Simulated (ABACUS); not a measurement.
An input for ABACUS 3.10.1 (Al):

Contents of run_abacus.py:

```python
"""ABACUS run from a structure file: ASE reads it, the script writes STRU, KPT and INPUT."""
import re
import subprocess
from ase.io import read
from ase.units import Bohr

atoms = read("Al.cif")
atoms = atoms[(-atoms.numbers).argsort(kind="stable")]  # ABACUS lists atoms element by element
pseudo = {'Al': 'Al.pbe-n-kjpaw_psl.1.0.0.UPF'}
orbital = {}
magmoms = None
kmesh = [9, 9, 9]
params = {
    'suffix': 'Al',
    'calculation': 'scf',
    'basis_type': 'pw',
    'pseudo_dir': './',
    'symmetry': 1,
    'dft_functional': 'GGA_X_SOGGA+GGA_C_PBE',
    'ecutwfc': 55,
    'pseudo_rcut': 10,
    'nspin': 1,
    'nbands': 12,
    'ks_solver': 'dav',
    'smearing_method': 'fd',
    'smearing_sigma': 0.00367493,
    'scf_thr': 1e-08,
    'scf_nmax': 100,
    'mixing_type': 'broyden',
    'mixing_beta': 0.7,
    'cal_force': 1,
    'cal_stress': 1,
    'ecutrho': 440,
    'out_chg': 1,
    'kpar': 4,
}

symbols = atoms.get_chemical_symbols()
elements = list(dict.fromkeys(symbols))
lines = ["ATOMIC_SPECIES"] + [f"{e} {atoms.get_masses()[symbols.index(e)]:.4f} {pseudo[e]}" for e in elements]
if orbital:
    lines += ["", "NUMERICAL_ORBITAL"] + [orbital[e] for e in elements]
lines += ["", "LATTICE_CONSTANT", f"{1 / Bohr:.10f}", "", "LATTICE_VECTORS"]
lines += [" ".join(f"{x:.10f}" for x in v) for v in atoms.cell]
lines += ["", "ATOMIC_POSITIONS", "Direct"]
for e in elements:
    lines += ["", e, "0.0", str(symbols.count(e))]
    for i, p in enumerate(atoms.get_scaled_positions(wrap=False)):
        if symbols[i] == e:
            mag = "" if magmoms is None else " mag " + " ".join(str(x) for x in (magmoms[i] if isinstance(magmoms[i], list) else [magmoms[i]]))
            lines.append(" ".join(f"{x:.10f}" for x in p) + " 1 1 1" + mag)
open("STRU", "w").write("\n".join(lines) + "\n")
open("KPT", "w").write("K_POINTS\n0\nGamma\n%d %d %d 0 0 0\n" % tuple(kmesh))
open("INPUT", "w").write("INPUT_PARAMETERS\n" + "".join(f"{k:<20s}{v}\n" for k, v in params.items()))

done = subprocess.run(['mpirun', '-np', '4', 'abacus'])
if done.returncode:
    raise SystemExit(done.returncode)
log = open("OUT.Al/running_scf.log").read()
print("final energy (eV):", re.findall(r"FINAL_ETOT_IS (\S+)", log))
```

Contents of Al.cif:

```cif
data_Al
_cell_length_a 2.86350669
_cell_length_b 2.86350669
_cell_length_c 2.86350669
_cell_angle_alpha 60.00000000
_cell_angle_beta 60.00000000
_cell_angle_gamma 60.00000000
_space_group_name_H-M_alt 'P1'
_space_group_name_Hall 'P 1'
_space_group_IT_number 1
loop_
_space_group_symop_operation_xyz
'x,y,z'
loop_
_atom_site_label
_atom_site_type_symbol
_atom_site_symmetry_multiplicity
_atom_site_Wyckoff_symbol
_atom_site_fract_x
_atom_site_fract_y
_atom_site_fract_z
_atom_site_occupancy
Al1 Al 1 a 0.0000000000 0.0000000000 0.0000000000 1
```

Potentials or basis: SSSP 1.3 efficiency PBE, plane waves.

Command:

```sh
$ OMP_NUM_THREADS=1 python run_abacus.py > log
```

Problem. Does this run start?

Solution. The run stopped without a result. It printed:

running log:

```text
ABACUS v3.10.1

               Atomic-orbital Based Ab-initio Computation at UStc

 ------------------------------------------------------------------------------------

 READING GENERAL INFORMATION
                           global_out_dir = OUT.Al/
                           global_in_card = INPUT
                               pseudo_dir = ./
[... 32 lines left out ...]
 The esolver type has been set to : ksdft_pw

 !!!!!!!!!!!!!!!!!!!!!!!!!!!!!!!!!!!!!!!!!!!!!!!!!!!!!!!!!
                         NOTICE
 !!!!!!!!!!!!!!!!!!!!!!!!!!!!!!!!!!!!!!!!!!!!!!!!!!!!!!!!!

 PAW POTENTIAL IS NOT SUPPORTED
 CHECK IN FILE : OUT.Al/warning.log

 !!!!!!!!!!!!!!!!!!!!!!!!!!!!!!!!!!!!!!!!!!!!!!!!!!!!!!!!!
                         NOTICE
 !!!!!!!!!!!!!!!!!!!!!!!!!!!!!!!!!!!!!!!!!!!!!!!!!!!!!!!!!
 Check in file : OUT.Al/warning.log
```

On the terminal:

```text
ABACUS v3.10.1

               Atomic-orbital Based Ab-initio Computation at UStc

 !!!!!!!!!!!!!!!!!!!!!!!!!!!!!!!!!!!!!!!!!!!!!!!!!!!!!!!!!
                         NOTICE
 !!!!!!!!!!!!!!!!!!!!!!!!!!!!!!!!!!!!!!!!!!!!!!!!!!!!!!!!!

 PAW POTENTIAL IS NOT SUPPORTED
 CHECK IN FILE : OUT.Al/warning.log

 !!!!!!!!!!!!!!!!!!!!!!!!!!!!!!!!!!!!!!!!!!!!!!!!!!!!!!!!!
                         NOTICE
 !!!!!!!!!!!!!!!!!!!!!!!!!!!!!!!!!!!!!!!!!!!!!!!!!!!!!!!!!
```
